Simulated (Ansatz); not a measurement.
Ta, DFT, PBE, PAW with Ansatz's default frozen-core files, scalar-relativistic (Ansatz 0.2.0), run on 1 thread of Arm Neoverse V2 on a shared host.

The cell is COD entry 1534932, as deposited and not checked against the literature; nothing was relaxed. The listed cell was then made from it by scaling, straining or moving an atom.

Command: `ansatz run input.yaml --threads 1 --pin off --max-ram 3072MiB --backend cpu --events-out ev --progress --plain --runs-dir out`

```yaml
crystal:
  lattice:
    - [0.0, 2.11, 2.0889]
    - [2.11, 0.0, 2.0889]
    - [2.11, 2.11, 0.0]
  atoms:
    - { symbol: Ta, position: [0.0, 0.0, 0.0] }
kpoints:
  mp_grid: { grid: [15, 15, 15] }
scf:
  occupations: { method: fermi_dirac, width: 0.08 }
hamiltonian:
  xc: pbe
  pseudopotentials: { kind: paw }
output:
  forces: true
  stress: true
  eigenvalues: true
  efg: { contact_densities: true }
```

Question: How large is the problem that the program sets up?

Answer: 288 irreducible k-points, 339 plane waves at Γ, 11 bands.

Question: About how long does it take, and how much memory does it use?

Answer: 3.9 s of wall time for 6 SCF iterations, with a peak of 0.37 GiB. Times on shared machines scatter by tens of per cent.

Question: And the same cell and mesh by all-electron PAW (datasets made for this crystal), asked for forces, stress, eigenvalues, efg, on the same hardware?

Answer: 20 s, peak memory 0.67 GiB.
